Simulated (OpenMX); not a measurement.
The system is Zn.

```xyz
1
Lattice="-1.5271 1.5617 1.5269 1.4865 -1.6588 1.5833 1.5658 1.6975 -1.6240" Properties=species:S:1:pos:R:3 pbc="T T T"
Zn   -0.0200    0.0572    0.0050
```

The cell isn't the ideal one: cell strained at random at fixed volume.

Base run:

```yaml
Program: OpenMX 3.8.5
Functional: PBE
Potentials_or_basis: OpenMX 2013 PBE set, Zn6.0H-s3p2d1, grid cutoff 500 Ry
k_mesh: 13 × 13 × 13
Occupations: fermi-dirac, width 0.05 eV
Spin: no spin polarisation
```

Its results: band gap on the k mesh none (metal or under the smearing width); pressure 1.8 GPa.

Question: The run is repeated on the same cell with these changes: potentials or basis from OpenMX 2013 PBE set, Zn6.0H-s3p2d1, grid cutoff 500 Ry to OpenMX 2013 PBE set, Zn6.0H-s3p2d2f1, grid cutoff 260 Ry. What comes out?

Answer: Band gap on the k mesh none (metal or under the smearing width); pressure 5.2 GPa.

Caveats: the basis of atomic orbitals isn't converged, which shifts pressures, moduli and gaps; the transition metal has a single d function, too few for pressures, volumes and moments (some runs); the real-space grid is coarse for these elements, which adds noise of up to some 20 meV/atom to energies and shifts forces, pressures and volumes (some runs).
